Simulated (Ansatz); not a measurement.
**Cobalt, dhcp under PBEsol: from relaxation to bulk modulus, part 1 of 2**

The plan for cobalt in the dhcp structure: relax it, solve it on a dense k-mesh, then scale the cell to 7 volumes from 88 to 112 % of the relaxed one and try a fit of the equation of state. The start is ferromagnetic. The k-meshes are 14×14×4 for the relaxation; 19×19×6 for the dense run; 16×16×5 for the volumes.

Program: Ansatz 0.2.0. Level of theory: DFT PBEsol, plane waves (420 eV) with PAW, scalar-relativistic; PBE-made PAW files. These are calculated values, not measurements.

## (1) The starting structure

Symmetry: P6_3/mmc, No. 194, hexagonal system. Conventional cell: a = 2.502 Å, b = 2.502 Å, c = 8.171 Å, α = 90.00°, β = 90.00°, γ = 120.00°. Co (site symmetry -3m) is surrounded by 12 Co at 2.50 Å. Co (site symmetry -6m2) is surrounded by 12 Co at 2.50 Å.

Structure file:

```xyz
4
Lattice="2.5019 0.0000 0.0000 -1.2509 2.1667 0.0000 0.0000 0.0000 8.1712" Properties=species:S:1:pos:R:3 pbc="T T T"
Co    0.0000    0.0000    0.0000
Co    0.0000    0.0000    4.0856
Co    0.0000    1.4445    2.0428
Co    1.2509    0.7222    6.1284
```

Starting moments (μB): +1.7 ×4.

## (2) Relaxing cell and atoms

The input, input.yaml:

```yaml
crystal:
  lattice:
    - [2.5018845205, 0.0, 0.0]
    - [-1.2509422603, 2.1666955521, 0.0]
    - [0.0, 0.0, 8.1711548441]
  atoms:
    - { symbol: Co, position: [0.0, 0.0, 0.0], spin: 1.7 }
    - { symbol: Co, position: [0.0, 0.0, 0.5], spin: 1.7 }
    - { symbol: Co, position: [0.3333333333, 0.6666666667, 0.25], spin: 1.7 }
    - { symbol: Co, position: [0.6666666667, 0.3333333333, 0.75], spin: 1.7 }
hamiltonian:
  xc: pbesol
  pseudopotentials:
    kind: paw
    azcp:
      Co: "pseudopotentials/Co.paw.azcp"
basis:
  ecutwfc: 420
  fft_grid_basis: typed
kpoints:
  mp_grid: { grid: [14, 14, 4], shift: [0, 0, 0] }
magnetization:
  spin_polarized: true
scf:
  occupations: { method: fermi_dirac, width: 0.05 }
relax:
  max_steps: 60
  f_tol: 0.01
  cell: {}
output:
  write_density: true
  write_potential: true
  elf: true
  volumetric_format: npy
```

Output:

```text
Warning: <dir> the record states the generating functional pbe (its physics header spells it `PBE`), which answers neither for hamiltonian.xc's functional nor for the pbesol family's — results may be inconsistent (PPs are generated against a specific XC)
Warning: RAYON_NUM_THREADS=2 ignored (pool sized by the plan → 2); use --threads N
Engine: ansatz 0.2.0, x86_64-unknown-linux-gnu
Pseudopotentials: kind: paw
Pseudopotential: Co, paw, valence charge 17, recommended cutoff 420 eV (normal), <dir>
Functional definition: PBEsol
  exchange = pbesol_x
  correlation = pbesol_c
Crystal: 4 atoms, lattice volume = 44.294 Å³
Basis set: ecut = 420 eV, 861 PW (Γ), exchange–correlation on 36×36×120 points (8 copies of the dense FFT grid, shifted against one another)
Bands: 45, of which v1, the nominal top of the filled ones, is band 34 counted from 1 (33 counted from 0)
Symmetry: 24 space group operations
Space group: P63/mmc (ITA 194), of the structure as read, at distance tolerance 3.5e-5 Å
Magnetic group: BNS 194.263 (UNI 1493), of the structure as read, at distance tolerance 3.5e-5 Å
k-points: 72 of 784
Non-local potential: Co, projectors of the file, l = 0: 3, l = 1: 2, l = 2: 3, l = 3: 1
PAW form: soft (Blöchl's): semilocal exchange-correlation on the pseudo side does not see the compensation charge
PAW frozen core: Co, regenerated for the run's functional, and the local potential with it (the file was generated under x = pbe(κ = 0.804, μ = 0.2195149727645171), c = pbe(β = 0.06672455060314922))
PAW one-centre angular grid: Co, 590 points (default); XC on 64 Gauss nodes
Initial density: superposition of atomic densities (chi_scale 0.1, normalization cell)
Starting moments: Σ|m| = 6.8 μB on 4 of 4 sites
Initial wavefunctions: pseudopotential atomic-orbital guess
Functional: x = pbesol(κ = 0.804, μ = 0.12345679012345678), c = pbesol(β = 0.046)
SCF iter   1: F=—  HF=-20371.158345 eV  |F-HF|=—  |Δ(HF+E_count)|=         —  Δρ=1.10e-1 (↑3.83e-2 ↓1.10e-1)  dr2=5.53e0  dr2_m=5.40e-1  M=6.664 μB ∫|m|=6.891 μB  β_m=0.30  ethr=3.10e-3  ⟨swp⟩=5.8  Hψ=21402  notcnv=0  defer=8
Mixer restart at iter 1: flushing history
preconditioner: auto → Kerker (q_TF=auto, 2.930 Å⁻¹)  [metal: Δε(μ)=0.002 eV  Ē_g=8.223 eV  σ=0.050 eV  W_gap=0.01  n_scr=12 (ndim 8)  ℏωp=33.5 eV  f_vac=0.000  D(μ)=4.28/eV (n_scr^D=52)]
spin=Collinear: Kerker preconditioning applied to the charge; magnetization (m = ρ↑ − ρ↓) channel mixes plain (no charge-response kernel on spin).
SCF iter   2: F=—  HF=-20369.296954 eV  |F-HF|=—  |Δ(HF+E_count)|=    1.86e0  Δρ=5.08e-2 (↑2.12e-2 ↓5.08e-2)  dr2=3.84e-1  dr2_m=4.99e-1  M=6.784 μB ∫|m|=7.079 μB  β_m=0.38  ethr=3.10e-3  ⟨swp⟩=2.1  Hψ=10972  notcnv=0  defer=353
SCF iter   3: F=—  HF=-20370.483036 eV  |F-HF|=—  |Δ(HF+E_count)|=    1.19e0  Δρ=2.84e-2 (↑2.84e-2 ↓1.83e-2)  dr2=2.60e-2  dr2_m=2.11e-1  M=6.798 μB ∫|m|=7.186 μB  β_m=0.65  ethr=5.64e-4  ⟨swp⟩=2.1  Hψ=8467  notcnv=0  defer=356
SCF iter   4: F=—  HF=-20371.715770 eV  |F-HF|=—  |Δ(HF+E_count)|=         —  Δρ=2.03e-2 (↑2.03e-2 ↓7.02e-3)  dr2=1.90e-1  dr2_m=1.86e-2  M=6.751 μB ∫|m|=7.268 μB  β_m=0.65  ethr=3.82e-5  ⟨swp⟩=2.4  Hψ=12834  notcnv=0  defer=356
Mixer restart at iter 4: flushing history
SCF iter   5: F=—  HF=-20371.836815 eV  |F-HF|=—  |Δ(HF+E_count)|=   1.21e-1  Δρ=4.48e-3 (↑4.35e-3 ↓4.48e-3)  dr2=8.13e-3  dr2_m=4.61e-4  M=6.681 μB ∫|m|=7.230 μB  β_m=0.60  ethr=3.82e-5  ⟨swp⟩=2.4  Hψ=12996  notcnv=0  defer=350
SCF iter   6: F=—  HF=-20371.826661 eV  |F-HF|=—  |Δ(HF+E_count)|=   1.02e-2  Δρ=4.24e-3 (↑4.24e-3 ↓4.01e-3)  dr2=2.23e-2  dr2_m=2.03e-4  M=6.664 μB ∫|m|=7.225 μB  β_m=0.67  ethr=1.20e-5  ⟨swp⟩=2.0  Hψ=13448  notcnv=0  defer=348
SCF iter   7: F=—  HF=-20371.830529 eV  |F-HF|=—  |Δ(HF+E_count)|=   3.87e-3  Δρ=9.83e-4 (↑8.61e-4 ↓9.83e-4)  dr2=9.83e-4  dr2_m=5.03e-5  M=6.639 μB ∫|m|=7.213 μB  β_m=0.78  ethr=1.20e-5  ⟨swp⟩=2.0  Hψ=10259  notcnv=0  defer=348
SCF iter   8: F=—  HF=-20371.830819 eV  |F-HF|=—  |Δ(HF+E_count)|=   2.91e-4  Δρ=8.33e-4 (↑7.94e-4 ↓8.33e-4)  dr2=5.38e-4  dr2_m=6.74e-6  M=6.634 μB ∫|m|=7.213 μB  β_m=0.71  ethr=1.45e-6  ⟨swp⟩=2.0  Hψ=9513  notcnv=0  defer=340
SCF iter   9: F=—  HF=-20371.830766 eV  |F-HF|=—  |Δ(HF+E_count)|=   5.39e-5  Δρ=3.53e-4 (↑2.79e-4 ↓3.53e-4)  dr2=1.00e-4  dr2_m=2.05e-6  M=6.634 μB ∫|m|=7.214 μB  β_m=0.72  ethr=7.91e-7  ⟨swp⟩=2.0  Hψ=9064  notcnv=0  defer=340
SCF iter  10: F=—  HF=-20371.830765 eV  |F-HF|=—  |Δ(HF+E_count)|=   9.13e-7  Δρ=1.02e-4 (↑1.02e-4 ↓9.05e-5)  dr2=1.31e-5  dr2_m=1.95e-7  M=6.633 μB ∫|m|=7.214 μB  β_m=0.86  ethr=1.47e-7  ⟨swp⟩=2.0  Hψ=8784  notcnv=0  defer=340
SCF iter  11: F=—  HF=-20371.830765 eV  |F-HF|=—  |Δ(HF+E_count)|=   7.56e-7  Δρ=3.64e-5 (↑2.72e-5 ↓3.64e-5)  dr2=7.17e-7  dr2_m=3.11e-8  M=6.632 μB ∫|m|=7.214 μB  β_m=0.93  ethr=1.92e-8  ⟨swp⟩=2.0  Hψ=8415  notcnv=0  defer=340
SCF iter  12: F=—  HF=-20371.830765 eV  |F-HF|=—  |Δ(HF+E_count)|=   2.87e-8  Δρ=1.94e-5 (↑6.79e-6 ↓1.94e-5)  dr2=1.64e-7  dr2_m=2.65e-8  M=6.632 μB ∫|m|=7.214 μB  β_m=0.96  ethr=1.06e-9  ⟨swp⟩=2.2  Hψ=11185  notcnv=0  defer=340
SCF iter  13: F=—  HF=-20371.830765 eV  |F-HF|=—  |Δ(HF+E_count)|=   2.01e-8  Δρ=1.02e-5 (↑3.74e-6 ↓1.02e-5)  dr2=6.43e-8  dr2_m=4.78e-9  M=6.632 μB ∫|m|=7.214 μB  β_m=0.98  ethr=2.40e-10  ⟨swp⟩=1.1  Hψ=6503  notcnv=0  defer=340
SCF iter  14: F=-20371.830765 eV  HF=-20371.830765 eV  |F-HF|=3.00e-8  |Δ(HF+E_count)|=   2.57e-9  Δρ=7.31e-6 (↑2.55e-6 ↓7.31e-6)  dr2=3.23e-8  dr2_m=3.16e-9  M=6.632 μB ∫|m|=7.214 μB  ethr=9.46e-11  ⟨swp⟩=5.5  Hψ=35292  notcnv=0
SCF 1 converged in 14 iterations: F = -20371.830765 eV  dr2 = 3.23e-8
relax step   1: F+E_penalty+E_count = -20371.83076540 eV  Δ(F+E_penalty+E_count) = +0.000e0 eV  max|allowed force component| = 3.123e-17 eV/Å  Δτ_max = 0.0000 Å  P = -12.988 GPa  Ω = 44.294 Å³  (14 SCF iters, dr2 threshold 1.00e-7 eV, accepted)
[... from here on, the SCF cycles and remarks between the steps are left out ...]
relax step   2: F+E_penalty+E_count = -20371.92874593 eV  Δ(F+E_penalty+E_count) = -9.798e-2 eV  max|allowed force component| = 8.095e-18 eV/Å  Δτ_max = 0.0000 Å  P = -6.429 GPa  Ω = 42.750 Å³  energy of the carried Pulay correction = +1.980e-3 eV  (11 SCF iters, dr2 threshold 4.00e-7 eV, accepted)
relax step   3: F+E_penalty+E_count = -20371.95566532 eV  Δ(F+E_penalty+E_count) = -2.692e-2 eV  max|allowed force component| = 3.123e-17 eV/Å  Δτ_max = 0.0000 Å  P = +1.186 GPa  Ω = 41.332 Å³  energy of the carried Pulay correction = +3.861e-3 eV  (10 SCF iters, dr2 threshold 4.00e-7 eV, accepted)
relax step   4: F+E_penalty+E_count = -20371.95616576 eV  Δ(F+E_penalty+E_count) = -5.004e-4 eV  max|allowed force component| = 1.099e-17 eV/Å  Δτ_max = 0.0000 Å  P = -0.092 GPa  Ω = 41.548 Å³  energy of the carried Pulay correction = +3.571e-3 eV  (9 SCF iters, dr2 threshold 4.00e-7 eV, accepted)
relax step   5: F+E_penalty+E_count = -20371.95619207 eV  Δ(F+E_penalty+E_count) = -2.631e-5 eV  max|allowed force component| = 3.701e-17 eV/Å  Δτ_max = 0.0000 Å  P = +0.001 GPa  Ω = 41.531 Å³  energy of the carried Pulay correction = +3.593e-3 eV  (7 SCF iters, dr2 threshold 2.45e-8 eV, accepted)
relax step   6: F+E_penalty+E_count = -20371.95361607 eV  Δ(F+E_penalty+E_count) = +2.576e-3 eV  max|allowed force component| = 2.718e-17 eV/Å  Δτ_max = 0.0000 Å  P = -0.084 GPa  Ω = 41.531 Å³  stress off target by 9.68e-2 GPa  SCF on the basis re-selected at this cell (its energy is not comparable with the rows above)  (10 SCF iters)
relax step   7: F+E_penalty+E_count = -20371.95363884 eV  Δ(F+E_penalty+E_count) = -2.276e-5 eV  max|allowed force component| = 1.388e-17 eV/Å  Δτ_max = 0.0000 Å  P = +0.001 GPa  Ω = 41.517 Å³  energy of the carried Pulay correction = +1.894e-5 eV  (7 SCF iters, dr2 threshold 2.34e-8 eV, accepted)
relax step   8: F+E_penalty+E_count = -20371.95361840 eV  Δ(F+E_penalty+E_count) = +2.044e-5 eV  max|allowed force component| = 4.048e-18 eV/Å  Δτ_max = 0.0000 Å  P = +0.001 GPa  Ω = 41.517 Å³  stress off target by 1.69e-3 GPa  SCF on the basis re-selected at this cell (its energy is not comparable with the rows above)  (8 SCF iters)
basis re-selected at this cell: Δ(F+E_penalty+E_count) = +2.044e-5 eV, ΔP = -0.000 GPa vs the last step (what re-selecting the basis moved, of the pressure what is left beyond the Pulay correction that the steps carried, after the strain that the cell walked since its last selection, with what the two solves' SCF thresholds leave and, on support functions, any second-order correction that the steps lacked; it is no measure of the basis error at this ecutwfc). This SCF's stress stands 1.69e-3 GPa from its target on what of the cell is left free (relax.cell.stress_tol is 5.00e-2 GPa) and its largest allowed force component is 4.05e-18 eV/Å (relax.f_tol is 1.00e-2 eV/Å): within both
SCF converged after 8 iterations
Magnetization: 6.2941 μB (37.1470 up, 30.8530 down)
Absolute magnetization: 6.8278 μB (∫|ρ↑−ρ↓|, with the PAW one-centre terms)
Spin contamination: 0.0884 ħ² per cell (⟨S²⟩ above its minimum at these occupations)
Per-site moments (μB) at R_I (Å): [(1.6247919122268006, 1.0073731232831171), (1.6247919122268004, 1.0073731232831178), (1.64542001952467, 1.0073731232831178), (1.6454200195246702, 1.0073731232831171)]
Free energy (F): -20371.953618 eV
Harris-Foulkes:  -20371.953618 eV  (|F-HF|=7.28e-12)
Internal energy: -20371.925825 eV  (E = F + TS)
E sigma→0 (E₀):  -20371.939722 eV
Entropy (-TS):   -0.027794 eV (-6.948 meV/atom)
Fermi energy:    19.593946 eV
--- Per-component energies (eV) ---
  E_band       = -916.772288
  E_kinetic    = 1820.206190
  E_local      = -11072.856777  (includes V_loc(G=0)·N_el)
  E_nonlocal   = 1821.942294
  E_hartree    = 4641.143027
  E_xc         = -632.887285
  E_vxc        = -820.566608  (∫ρ·V_xc dr)
  E_paw        = -5930.148774  (= ΣΔE_a)
  E_vpaw       = -1947.783507  (= ΣTr[D̂ρ^β])
  E_aug_tail   = 0.000261  (compensation charges beyond the density's cutoff)
  E_ewald      = -11020.078437
  E_core_change = 0.753677  (= ΣΔE_core)
  E_smearing   = -0.027794  (= −TS)
  E_closure    = -0.000000  (closes the sum)
  Σ components = -20371.953618   (vs F -20371.953618, Δ=0.00e0)
--- Forces (eV/Å), atoms counted from 1 ---
  atom   1  Co    -0.00000000    -0.00000000     0.00000000
  atom   2  Co     0.00000000     0.00000000    -0.00000000
  atom   3  Co     0.00000000     0.00000000     0.00000000
  atom   4  Co    -0.00000000     0.00000000    -0.00000000
  max |Σ_I F_I| component: 2.31e-18 eV/Å
--- Stress (GPa, compression-positive) ---
        0.001642       0.000000       0.000000
        0.000000       0.001642       0.000000
        0.000000       0.000000      -0.001691
  P = ⅓ Tr σ = 0.0005 GPa (0.005 kbar)
--- Band table (eV; the first three rows and the last of 144) ---
  k-point 0 ↑: bands = ["-76.2439", "-76.2222", "-76.1879", "-76.1662", "-39.8069", "-39.6454", "-39.5757", "-39.4665", "-39.4665", "-39.4449", "-39.4449", "-39.4308", "-39.4308", "-39.4109", "-39.4091", "-39.4091", "10.1793", "12.4822", "12.5030", "14.1250", "16.4807", "16.5126", "16.7376", "16.7376", "16.7710", "16.7710", "16.8659", "17.0562", "17.0562", "17.1300", "17.1300", "17.7907", "17.7907", "18.1395", "18.1395", "18.4862", "18.4862", "18.9149", "18.9149", "19.2385", "26.1975", "34.8239", "34.8323", "41.3778", "41.9978"]
[... 3 lines left out ...]
--- Relaxed structure (6 steps of the walk, 6 accepted, 2 SCFs on fresh bases) ---
  F+E_penalty+E_count = -20371.95361840 eV   max|allowed force component| = 4.048e-18 eV/Å   (the final SCF, on the basis selected at the relaxed cell)
  cell:  # Å, volume = 41.5169 Å³
    - [2.454855562499626, 2.8324864895786752e-11, 0.0]
    - [-1.2274277812743433, 2.125967279732052, 0.0]
    - [0.0, 0.0, 7.955035486067559]
  atoms:
    - { symbol: Co, position: [3.8473564975357073e-35, 3.875824471095275e-35, -4.910387977415299e-36] }
    - { symbol: Co, position: [2.8631706934704773e-35, 2.3885726770290173e-35, 0.5000000000000001] }
    - { symbol: Co, position: [0.33333333333333326, 0.6666666666666666, 0.25000000000000006] }
    - { symbol: Co, position: [0.6666666666666667, 0.3333333333333333, 0.7500000000000001] }
```

It took 47 s on 2 threads of Intel Xeon Platinum 8559C (Emerald Rapids), shared host; peak memory 0.6 GiB.

Relaxation path:

```csv
step,energy change (meV/atom),largest force (eV/Å),pressure (GPa),volume (Å³/atom)
1,0.00,0.0000,-12.99,11.074
2,-24.50,0.0000,-6.43,10.688
3,-31.22,0.0000,1.19,10.333
4,-31.35,0.0000,-0.09,10.387
5,-31.36,0.0000,0.00,10.383
6,-30.71,0.0000,-0.08,10.383
7,-30.72,0.0000,0.00,10.379
8,-30.71,0.0000,0.00,10.379
```

Steps that repeat a cell are solved on a basis chosen anew, so their changes of energy are no gain of the relaxation.

The cell of the run, before and after:

|  | before | after | change |
| --- | --- | --- | --- |
| a (Å) | 2.502 | 2.455 | -1.9 % |
| b (Å) | 2.502 | 2.455 | -1.9 % |
| c (Å) | 8.171 | 7.955 | -2.6 % |
| volume (Å³/atom) | 11.074 | 10.379 | -6.3 % |
| shortest distance (Å) | 2.502 | 2.442 | -2.4 % |
| space group (spins left aside) | P6_3/mmc | P6_3/mmc | same |

## (3) The energy on a finer k-mesh

The input, input.yaml:

```yaml
crystal:
  lattice:
    - [2.4548555625, 0.0, 0.0]
    - [-1.2274277813, 2.1259672797, 0.0]
    - [0.0, 0.0, 7.9550354861]
  atoms:
    - { symbol: Co, position: [0.0, 0.0, 1.0], spin: 1.625 }
    - { symbol: Co, position: [0.0, 0.0, 0.5], spin: 1.625 }
    - { symbol: Co, position: [0.3333333333, 0.6666666667, 0.25], spin: 1.645 }
    - { symbol: Co, position: [0.6666666667, 0.3333333333, 0.75], spin: 1.645 }
hamiltonian:
  xc: pbesol
  pseudopotentials:
    kind: paw
    azcp:
      Co: "pseudopotentials/Co.paw.azcp"
basis:
  ecutwfc: 420
  fft_grid_basis: typed
kpoints:
  mp_grid: { grid: [19, 19, 6], shift: [0, 0, 0] }
magnetization:
  spin_polarized: true
scf:
  occupations: { method: fermi_dirac, width: 0.05 }
```

Output, shortened:

```text
Warning: <dir> the record states the generating functional pbe (its physics header spells it `PBE`), which answers neither for hamiltonian.xc's functional nor for the pbesol family's — results may be inconsistent (PPs are generated against a specific XC)
Warning: RAYON_NUM_THREADS=2 ignored (pool sized by the plan → 2); use --threads N
[...]
Pseudopotentials: kind: paw
Pseudopotential: Co, paw, valence charge 17, recommended cutoff 420 eV (normal), <dir>
Functional definition: PBEsol
[...]
Crystal: 4 atoms, lattice volume = 41.517 Å³
Basis set: ecut = 420 eV, 765 PW (Γ)
Bands: 45, of which v1, the nominal top of the filled ones, is band 34 counted from 1 (33 counted from 0)
Symmetry: 24 space group operations
Space group: P63/mmc (ITA 194), of the structure as read, at distance tolerance 3.5e-5 Å
Magnetic group: BNS 194.263 (UNI 1493), of the structure as read, at distance tolerance 3.5e-5 Å
k-points: 160 of 2166
[...]
Starting moments: Σ|m| = 6.54 μB on 4 of 4 sites
[...]
SCF iter   1: F=—  HF=-20371.224151 eV  |F-HF|=—  |Δ(HF+E_count)|=         —  Δρ=1.27e-1 (↑3.84e-2 ↓1.27e-1)  dr2=6.44e0  dr2_m=7.71e-1  M=6.600 μB ∫|m|=6.811 μB  β_m=0.30  ethr=3.10e-3  ⟨swp⟩=5.7  Hψ=47768  notcnv=0  defer=13
[...]
spin=Collinear: Kerker preconditioning applied to the charge; magnetization (m = ρ↑ − ρ↓) channel mixes plain (no charge-response kernel on spin).
[...]
SCF iter  13: F=-20371.954950 eV  HF=-20371.954950 eV  |F-HF|=1.99e-9  |Δ(HF+E_count)|=  5.02e-10  Δρ=1.95e-6 (↑5.15e-7 ↓1.95e-6)  dr2=2.20e-9  dr2_m=2.13e-10  M=6.404 μB ∫|m|=6.932 μB  ethr=3.09e-11  ⟨swp⟩=1.0  Hψ=33914  notcnv=0
[...]
SCF converged after 13 iterations
Magnetization: 6.4044 μB (37.2022 up, 30.7978 down)
Absolute magnetization: 6.9342 μB (∫|ρ↑−ρ↓|, with the PAW one-centre terms)
Spin contamination: 0.0903 ħ² per cell (⟨S²⟩ above its minimum at these occupations)
Per-site moments (μB) at R_I (Å): [(1.6525286464330677, 1.00737312328218), (1.6525286464330677, 1.0073731232821799), (1.6720650773010444, 1.00737312328218), (1.6720650773010435, 1.0073731232821799)]
Free energy (F): -20371.954950 eV
[...]
E sigma→0 (E₀):  -20371.940288 eV
Entropy (-TS):   -0.029322 eV (-7.331 meV/atom)
Fermi energy:    19.588997 eV
[...]
```

It took 15 s on 2 threads of Intel Xeon Platinum 8559C (Emerald Rapids), shared host; peak memory 0.81 GiB.

## (4) Equation of state: 88 %

The input, input.yaml:

```yaml
crystal:
  lattice:
    - [2.3524487377, 0.0, 0.0]
    - [-1.1762243689, 2.0372803679, 0.0]
    - [0.0, 0.0, 7.6231829983]
  atoms:
    - { symbol: Co, position: [0.0, 0.0, 1.0], spin: 1.653 }
    - { symbol: Co, position: [0.0, 0.0, 0.5], spin: 1.653 }
    - { symbol: Co, position: [0.3333333333, 0.6666666667, 0.25], spin: 1.672 }
    - { symbol: Co, position: [0.6666666667, 0.3333333333, 0.75], spin: 1.672 }
hamiltonian:
  xc: pbesol
  pseudopotentials:
    kind: paw
    azcp:
      Co: "pseudopotentials/Co.paw.azcp"
basis:
  ecutwfc: 420
  fft_grid_basis: typed
kpoints:
  mp_grid: { grid: [16, 16, 5], shift: [0, 0, 0] }
magnetization:
  spin_polarized: true
scf:
  occupations: { method: fermi_dirac, width: 0.05 }
  lower_state_search: "off"
output:
  stress: true
  write_density: true
  write_potential: true
  elf: true
  volumetric_format: npy
```

Output, shortened:

```text
Warning: <dir> the record states the generating functional pbe (its physics header spells it `PBE`), which answers neither for hamiltonian.xc's functional nor for the pbesol family's — results may be inconsistent (PPs are generated against a specific XC)
Warning: RAYON_NUM_THREADS=2 ignored (pool sized by the plan → 2); use --threads N
[...]
Pseudopotentials: kind: paw
Pseudopotential: Co, paw, valence charge 17, recommended cutoff 420 eV (normal), <dir>
Functional definition: PBEsol
[...]
Crystal: 4 atoms, lattice volume = 36.535 Å³
Basis set: ecut = 420 eV, 709 PW (Γ)
Bands: 45, of which v1, the nominal top of the filled ones, is band 34 counted from 1 (33 counted from 0)
Symmetry: 24 space group operations
Space group: P63/mmc (ITA 194), of the structure as read, at distance tolerance 3.3e-5 Å
Magnetic group: BNS 194.263 (UNI 1493), of the structure as read, at distance tolerance 3.3e-5 Å
k-points: 90 of 1280
[...]
Starting moments: Σ|m| = 6.65 μB on 4 of 4 sites
[...]
SCF converged after 16 iterations
an eigenvalue changed by more than its tolerance at an iteration that met the thresholds in force, so the SCF went on 1 time: the last check found none over its tolerance
Magnetization: 5.9924 μB (36.9962 up, 31.0038 down)
Absolute magnetization: 6.3991 μB (∫|ρ↑−ρ↓|, with the PAW one-centre terms)
Spin contamination: 0.0642 ħ² per cell (⟨S²⟩ above its minimum at these occupations)
Per-site moments (μB) at R_I (Å): [(1.531554629519066, 0.9653495172719917), (1.5315546295190663, 0.9653495172719917), (1.5578344146695131, 0.9653495172719917), (1.5578344146695127, 0.9653495172719917)]
Free energy (F): -20371.355757 eV
[...]
E sigma→0 (E₀):  -20371.340969 eV
Entropy (-TS):   -0.029576 eV (-7.394 meV/atom)
Fermi energy:    22.755252 eV
[...]
--- Stress (GPa, compression-positive) ---
       43.265625       0.000000       0.000000
        0.000000      43.265625       0.000000
        0.000000       0.000000      42.932649
  P = ⅓ Tr σ = 43.1546 GPa (431.546 kbar)
--- Band table (eV; the first three rows and the last of 180) ---
[...]
```

It took 11 s on 2 threads of Intel Xeon Platinum 8559C (Emerald Rapids), shared host; peak memory 0.57 GiB.

Density in a lattice plane of the grid's cell (edges 2.35 and 7.62 Å, at 0.000 of the third edge), which holds Co. It is the smooth density of the valence electrons, not physical close to the nuclei.

Ten even steps from '0' (0.34 e/Å³) to '9' (56.88 e/Å³):
```
21000001
00000000
00000000
00000000
00000000
00000000
00000000
00000000
31000001
94000004
31000001
00000000
00000000
00000000
00000000
00000000
00000000
00000000
21000001
94000004
```
Columns run along the first of these edges and rows up along the second, over one cell in 8 and 20 even steps from the bottom left corner. Atoms in the plane (fractional): Co at (0.00, 0.00), Co at (0.00, 0.50).

Spin density (up less down) in a lattice plane of the grid's cell (edges 2.35 and 7.62 Å, at 0.000 of the third edge), which holds Co.

Values in e/Å³, 12 rows by 6 columns:
```
 0.32  0.16  0.01 -0.02  0.01  0.16
-0.02 -0.02  0.01  0.05  0.01 -0.02
-0.02  0.00  0.11  0.21  0.10  0.00
-0.02 -0.02  0.01  0.04  0.01 -0.02
 0.34  0.16  0.01 -0.02  0.01  0.16
 6.26  1.34  0.10 -0.01  0.10  1.34
 0.34  0.16  0.01 -0.02  0.01  0.16
-0.02 -0.02  0.01  0.04  0.01 -0.02
-0.02  0.00  0.10  0.21  0.11  0.00
-0.02 -0.02  0.01  0.05  0.01 -0.02
 0.32  0.16  0.01 -0.02  0.01  0.16
 6.96  1.45  0.11 -0.01  0.11  1.45
```
Columns run along the first of these edges and rows up along the second, over one cell in 6 and 12 even steps from the bottom left corner. Atoms in the plane (fractional): Co at (0.00, 0.00), Co at (0.00, 0.50).

(Continued in part 2 of 2.)
